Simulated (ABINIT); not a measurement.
An input for ABINIT 10.8.3 (BaS (Fm-3m)):

```
acell 3*1.0 Angstrom
rprim 
  0.000000000000 3.193750000000 3.193750000000
  3.193750000000 0.000000000000 3.193750000000
  3.193750000000 3.193750000000 0.000000000000
ntypat 2
znucl 56 16
natom 2
typat 1 2
xred 
  0.000000000000 0.000000000000 0.000000000000
  0.500000000000 0.500000000000 0.500000000000
pp_dirpath "pseudos"
pseudos "Ba.upf, S.upf"
ecut 21
ngkpt 4 4 4
nshiftk 1
shiftk 0 0 0
kptopt 1
chksymbreak 0
istwfk *1
occopt 1
irdwfk 1
optdriver 3
nband 113
ecuteps 6.5
inclvkb 2
awtr 1
symchi 1
indata_prefix "in"
outdata_prefix "out"
tmpdata_prefix "tmp"
```

```sh
OMP_NUM_THREADS=1 mpirun -n 4 abinit run.abi > log
```

How long will it take on 4 MPI ranks of Arm Neoverse V2, shared host, and how much memory?

It took 20 s; on shared hardware allow 9.9 s to 40 s. Peak host memory was 0.69 GiB.

[Paths, hosts, dates, memory and timing lines, banners, echoed tables and standing remarks are left out of the program output.]

[Logs are printed without paths, hosts, clocks, repeated set-up lines and the standing remarks that a program may print on its own settings, such as how far it seeks lower states.]

[Runs of the session that timed out or met a known fault of the program may be left out.]

[Hosts, paths, dates, database ids (printed as entryN), source tags and the programs' standing remarks are cut or masked in the printed files.]

[G0W0 gaps are taken among the corrected bands and points alone; a level outside them can change the order at an edge.]

[Where Ansatz stands beside ABINIT at settings called matched, ABINIT's density can come from a denser mesh and the files from another edition; pairs whose starting gaps differed by over 0.03 eV were left out, so agreement reads better than it is.]
